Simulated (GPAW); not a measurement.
Runs of GPAW 26.7.0 on CdSe (Cadmoselite). Symmetry: P6_3mc, No. 186, hexagonal system. Conventional cell: a = 4.300 Å, b = 4.300 Å, c = 7.020 Å, α = 90.00°, β = 90.00°, γ = 120.00°. Cd (site symmetry 3m) has 4 Se at 2.61 to 2.70 Å as nearest neighbours. Se (site symmetry 3m) has 4 Cd at 2.61 to 2.70 Å as nearest neighbours. 

| task | level | potentials or basis | spin | cell | k mesh | cutoff (eV) | maxiter | optimizer | fmax | max steps | band path | other keys | gap on the mesh (eV) | pressure (GPa) | relaxed volume (Å³/atom) | largest force (eV/Å) |
| --- | --- | --- | --- | --- | --- | --- | --- | --- | --- | --- | --- | --- | --- | --- | --- | --- |
| relaxation of cell and atoms | r4SCAN | GPAW PAW data sets (gpaw-data 1.2.1), pw | off | relaxed | 5 × 5 × 3 | 600 | 150 | BFGS | 0.05 eV/Å | 40 | - | - | 1.00 | 0.0 | 28.52 | 0.03 |
| band structure | optPBE-vdW | GPAW PAW data sets (gpaw-data 1.2.1), pw | SOC, no magnetisation | as given | 5 × 5 × 3 | 600 | 150 | - | - | - | GMKGALHA,LM,KH | - | 0.57 | - | - | (b) |
| relaxation of cell and atoms | PBEsol | PAW data sets generated in the run's folder for this functional, pw | off | relaxed | 5 × 5 × 3 | 600 | 150 | FIRE | 0.02 eV/Å | 40 | - | - | 0.55 | 0.0 | (c) | 0.01 |
| single point | PBE | GPAW PAW data sets (gpaw-data 1.2.1), pw | off | as given | 11 × 11 × 6 | 600 | 75 | - | - | - | - | several, not listed | (a) | 2.8 | - | 0.28 |
| band structure | PBE | JTH PAW 2.0, PBE, pw | off | as given | 5 × 5 × 3 | 600 | 150 | - | - | - | GMKGALHA,LM,KH | - | 0.69 | 4.1 | - | 0.29 |
| relaxation of cell and atoms | r2SCAN | GPAW PAW data sets (gpaw-data 1.2.1), pw | off | relaxed | 5 × 5 × 3 | 600 | 150 | BFGS | 0.02 eV/Å | 60 | - | - | 1.09 | 0.0 | 28.82 | 0.01 |
| single point | PBE | GPAW PAW data sets (gpaw-data 1.2.1), pw | off | as given | 5 × 5 × 3 | 900 | 75 | - | - | - | - | several, not listed | 0.69 | 2.8 | - | 0.28 |
| relaxation of cell and atoms | r2SCAN+D3(BJ) | GPAW PAW data sets (gpaw-data 1.2.1), pw | off | relaxed | 5 × 5 × 3 | 600 | 150 | BFGS | 0.02 eV/Å | 60 | - | - | 1.13 | -0.1 | 28.39 | 0.02 |

Alike in all rows: smearing fermi-dirac 0.05 eV.

Q: Fill in the values left out.

A: (a) 0.70; (b) 0.31; (c) 28.06.

Caveats: later steps reuse the first step's grids (some runs); the PAW data sets were made with another functional, which shifts forces and pressure a little (some runs); spin-orbit coupling was added after a scalar SCF, so levels and gaps hold it while energy, forces, pressure and moments don't (some runs); this program's spin-orbit splittings come out too wide for heavy elements (some runs); the program truncates these outside data sets (some runs).

A k mesh can miss the band edges, and rows without SOC leave out spin-orbit coupling on Cd, Se.
